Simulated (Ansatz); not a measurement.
Input and command of a plane-wave DFT calculation in Ansatz:

```yaml
crystal:
  lattice:
    - [1.990968, -2.15355, 0.0]
    - [1.990968, 2.15355, 0.0]
    - [0.0, 0.0, 5.155928]
  atoms:
    - { symbol: Cu, position: [0.0, 0.5, 0.0] }
    - { symbol: Cu, position: [0.5, 0.5, 0.75] }
    - { symbol: O, position: [0.5, 0.5, 0.25] }
    - { symbol: O, position: [0.5, 0.0, 0.5] }
basis:
  ecutwfc: 420
kpoints:
  mp_grid: { grid: [14, 14, 8] }
hamiltonian:
  xc: pbe
scf:
  occupations: { method: gaussian, width: 0.1 }
  max_iter: 90
output:
  forces: true
  stress: true
  eigenvalues: true
```

```bash
ansatz run input.yaml --threads 1 --pin off --max-ram 2560MiB --backend cpu --events-out ev --progress --plain --runs-dir out
```

Processor: Arm Neoverse V1, 1 thread, on a host shared with other jobs.

Q: How long does it run, and how much memory does it take?

A: About 55 s on 1 thread of Arm Neoverse V1, on a shared host, peak memory 0.7 GiB. It solves 30 bands at 500 k points (the mesh reduced by symmetry) with about 841 plane waves, in 9 SCF iterations.
